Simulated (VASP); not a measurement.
Crystal: PbSe (Clausthalite).

```
Pb Se
1.0
     0.00000    3.06065    3.06065
     3.06065    0.00000    3.06065
     3.06065    3.06065    0.00000
Pb Se
1 1
Cartesian
  0.0000 0.0000 0.0000
  3.0606 3.0606 3.0606
```

- Program: VASP 6.6.1
- Task: relaxation of cell and atoms
- Functional: LDA
- Potentials or basis: VASP PAW LDA potentials, release 64 (Pb_d, Se)
- Cutoff: 600 eV
- k mesh: 8 × 8 × 8
- Occupations: gaussian, width 0.03 eV
- Spin: no spin polarisation

At the start: pressure -2.0 GPa; volume 28.67 Å³/atom.

Question: Where does the relaxation end?

Answer: Over 3 steps the energy falls by 6.6 meV/atom and the volume is 27.62 Å³/atom (-3.7 %); space group Fm-3m (No. 225, to 0.05 Å).

Step by step:
| step | energy change (eV) | largest force (eV/Å) | pressure (GPa) | volume (Å³) |
| --- | --- | --- | --- | --- |
| 1 | 0.0000 | 0.0000 | -1.98 | 57.34 |
| 2 | -0.0112 | 0.0000 | 0.82 | 54.45 |
| 3 | -0.0132 | 0.0000 | 0.00 | 55.25 |

Final structure:
```
Pb Se
1.0
     0.00000    3.02290    3.02290
     3.02290    0.00000    3.02290
     3.02290    3.02290    0.00000
Pb Se
1 1
Direct
  0.00000 0.00000 0.00000
  0.50000 0.50000 0.50000
```
